## Stiffness from the density of valence electrons

Squeezing a solid pushes its valence electrons closer together, and what holds them in place is Coulomb energy. If there are $n$ valence electrons per volume, the typical distance between charges is about $n^{-1/3}$, and the Coulomb energy per electron is of the order of $e^2 n^{1/3}$. Multiplied by $n$, this becomes an energy per volume. The bulk modulus $B$, the resistance to uniform compression, is also an energy per volume, so

$$B \approx c\,n^{4/3}, \qquad n = \frac{N}{V},$$

where $N$ is the number of valence electrons per atom, $V$ the equilibrium volume per atom and $c$ a constant. What resists the squeezing is mainly the kinetic energy of the electrons, together with the repulsion of the ion cores. At equilibrium their outward push balances the Coulomb attraction, so the Coulomb energy sets the scale of the stiffness as well. The details of this balance differ from solid to solid, which changes $c$ and to some extent the exponent.

Two numbers are worth remembering. One binding electron per cubic ångström corresponds to somewhat less than 1000 GPa, and a tenfold lower density to a crystal about twenty times softer. In practical terms, a modulus of 100 GPa means that a pressure of 1 GPa shrinks the volume by about one per cent.

Equation-of-state fits for elemental crystals with FLEUR MaX-R8.1 (later development tree): all-electron LAPW DFT, BH functional, no dispersion correction, spin polarisation or spin-orbit coupling, Fermi-Dirac smearing of 0.05 eV. Each fit uses five volumes at fixed cell shape; the slope is the pressure derivative of the bulk modulus.

| system | space group | shortest distance (Å) | k-mesh | equilibrium volume (Å³/atom) | bulk modulus (GPa) | bulk modulus slope |
| --- | --- | --- | --- | --- | --- | --- |
| Sn (Fd-3m) | Fd-3m | 2.80 | 7x7x7 | 33.58 | 48.2 | 6.900 |
| Ge (Fd-3m) | Fd-3m | 2.45 | 8x8x8 | 22.04 | 71.7 | 4.080 |
| P (Cmce) | Cmce | 2.21 | 8x8x6 | 19.77 | 82.0 | 4.420 |
| Al (Fm-3m) | Fm-3m | 2.86 | 11x11x11 | 15.69 | 88.1 | 4.600 |
| Si (Fd-3m) | Fd-3m | 2.36 | 8x8x8 | 19.57 | 98.6 | 4.310 |
| Cu (Fm-3m) | Fm-3m | 2.56 | 13x13x13 | 10.82 | 197.2 | 5.240 |
| Ru (P6_3/mmc) | P6_3/mmc | 2.65 | 11x11x6 | 13.04 | 377.5 | 5.000 |
| C (P6_3/mmc) | P6_3/mmc | 1.54 | 12x12x4 | 5.54 | 475.6 | 3.710 |
| C (Fd-3m) | Fd-3m | 1.54 | 13x13x13 | 5.53 | 477.0 | 3.790 |

The diamond-structure crystals show the rule in its simplest form, because each atom brings four electrons and forms four equal bonds. From diamond to grey tin the volume per atom grows about sixfold and the modulus falls about tenfold. The constant $c$, about 770 GPa Å⁴, was set by the four cubic crystals of this family, C, Si, Ge and Sn. They scatter around the resulting curve by up to 9 % of the model value. The hexagonal carbon row is not graphite but a stacking variant of diamond, with the same bond length and nearly the same stiffness. The shortest distances in the table belong to the cells as given, not to the fitted equilibrium volumes.

Aluminium, which had no part in setting the constant, serves as a worked case. Its three valence electrons in 15.69 Å³ give $n = 3/15.69 \approx 0.19$ per Å³. Then $n^{4/3} \approx 0.11$, and the rule predicts about 84 GPa. The calculation gives 88 GPa, although aluminium is a close-packed metal and the constant comes from crystals with directed bonds. What seems to carry over is the density of electrons that take part in binding.

Volume alone does worse for aluminium and ruthenium, though it comes closer for phosphorus and copper, the two breaks discussed below. If every atom is given four electrons, the rule puts aluminium too high and makes ruthenium less than half as stiff as computed. With its eight valence electrons, ruthenium comes out at 400 GPa, against 378 GPa in the table. Its d electrons sit in a partly filled band, in which the bonding states are occupied before the antibonding ones, so that they add strongly to the cohesion. Some antibonding states are already occupied, however, so this one close match does not mean that all eight electrons bind equally well.

### Copper: electrons that are present but do not bind

Copper is the large break. Ten d electrons and one s electron in a small volume make it the row with the highest electron density, and the rule predicts 784 GPa. The computed modulus is 197 GPa, four times less.

The likely cause is the filled d band. Ruthenium, whose d band is only partly filled, is nearly twice as stiff as copper, although its atoms take up more room. When d orbitals on neighbouring atoms overlap, they form bonding levels and antibonding levels. In copper both kinds are full, so most of the binding gained in the lower levels is lost again in the upper ones. The rule counts ten electrons that contribute little net bonding.

Leaving the d electrons out altogether fails in the other direction. With the single s electron the rule gives only 32 GPa, six times less than computed. The full d shell thus seems to supply stiffness without supplying bonds in proportion, and no simple count describes it. Two causes are likely: filled shells that overlap resist being pushed into each other, and the d electrons mix with the s electrons. The table cannot tell how much each contributes. The volume-only rule does come close for copper, but its four electrons correspond to nothing in the atom, and the same rule fails badly for ruthenium.

The copper values need some care, because the fitted minimum lies at a smaller volume than any that was computed. The modulus of 197 GPa is thus an extrapolation. The energies inside the computed range give 122 GPa for a crystal stretched to 11.81 Å³. To reach the prediction, the stiffness would have to grow more than sixfold while the volume shrinks by 8 %. The exact modulus is uncertain, but the break is real.

### Phosphorus: a lone pair and a gap

Phosphorus is the second break. Counting five valence electrons gives 123 GPa, while the table has 82 GPa, one third less than the prediction. In this layered crystal each atom uses three electrons for bonds to three neighbours and keeps the other two as a lone pair. A count of three gives 62 GPa, so the computed value lies between the two counts. That fits a lone pair that resists compression but does not bind, though the table cannot separate this from the effect of the layers.

The layers add a second weakness. Strong bonds run within each layer, while only weak forces act across the gaps, and the dispersion part of these is missing from the functional. In these calculations the crystal was shrunk without a change of shape, which forces the strong bonds to shorten together with the gaps. A real sample under pressure closes the gaps first and is much softer. The break at phosphorus is therefore understated here, and its 82 GPa should not be used as the stiffness of the material.

### Germanium: a small dip without a settled cause

Within the diamond family, germanium is softer than its neighbours suggest. Scaling from silicon with the same rule gives 84 GPa, and the computed 72 GPa is 15 % lower. The filled 3d shell beneath the valence electrons is a tempting explanation, since it lets the atom contract without adding bonds. Tin also has a filled d shell, however, and lies slightly above the rule. Tin's pressure slope is well above that of every other row and may be an artefact of the fit, but the curvature of its computed energies supports the modulus to within a few per cent. A filled d shell alone therefore does not explain the dip, and its cause remains open.

### Using the rule

To estimate the stiffness of a simple solid, count the electrons that form bonds or a partly filled band, divide by the volume per atom, and apply the 4/3 power. Then look for electrons that fill space without binding in proportion. In this table they occur in phosphorus and copper. There the full valence count gives too high a modulus and the count without them too low a one, so the two counts only bracket the computed value, and for copper the bracket is very wide. For phosphorus the bracket applies to compression at fixed shape; the real layered crystal, whose gaps close first, can be softer than either count suggests. For metals with a partly filled d band the rule has been tested here on ruthenium alone and is no more than a rough guide. The moduli here come from a local density functional (BH stands for von Barth-Hedin), which typically binds too strongly, and from a lattice without thermal motion. The printed output below lists the predictions for each row, and the deviations that remain when the exponent is left free.

Numerical output:

```
fit of lnb on 4 rows (fam): constant 6.578 +/- 0.11, coefficient of lnn 1.289 +/- 0.067; rms 0.064, worst Ge (Fd-3m) 0.106, leave-one-out rms 0.108
  rows outside the fit (model, value, miss): P (Cmce) 4.806, 4.407, 0.399; Al (Fm-3m) 4.446, 4.478, -0.0328; Cu (Fm-3m) 6.599, 5.284, 1.32; Ru (P6_3/mmc) 5.948, 5.934, 0.0147; C (P6_3/mmc) 6.158, 6.165, -0.00634
constant of the 4/3 law, GPa Å^4: 766.5
computed modulus against the models:
            row  electrons per Å^3  4/3 law GPa  computed above 4/3 law %  computed above volume-only law %  computed above free-exponent law %
     Sn (Fd-3m)             0.1191        44.93                     7.286                             7.286                                4.04
     Ge (Fd-3m)             0.1815        78.76                    -8.969                            -8.969                              -10.06
       P (Cmce)             0.2529        122.6                    -33.11                            -9.937                              -32.93
     Al (Fm-3m)             0.1912        84.44                     4.339                             -28.9                               3.333
     Si (Fd-3m)             0.2044        92.29                     6.837                             6.837                               6.121
     Cu (Fm-3m)              1.017        783.6                    -74.83                            -3.038                              -73.15
  Ru (P6_3/mmc)             0.6135        399.6                    -5.528                             138.1                              -1.462
   C (P6_3/mmc)              0.722        496.5                    -4.212                            -4.212                              0.6364
      C (Fd-3m)             0.7233        497.7                    -4.161                            -4.161                              0.6979
Cu, 4/3 law with 11 electrons over computed modulus: 3.974
Cu, 4/3 law with 1 electron, GPa: 32.03
Cu, computed modulus over 4/3 law with 1 electron: 6.157
Cu, modulus from the three inner energies at 11.81 Å^3, GPa: 122.1
P, 4/3 law with 5 electrons over computed modulus: 1.495
P, 4/3 law with 3 electrons, GPa: 62.04
Ge, modulus scaled from Si by the 4/3 law, GPa: 84.15
Ge, computed modulus above that scaled from Si, %: -14.79
Ru over Cu, ratio of computed moduli: 1.914
```
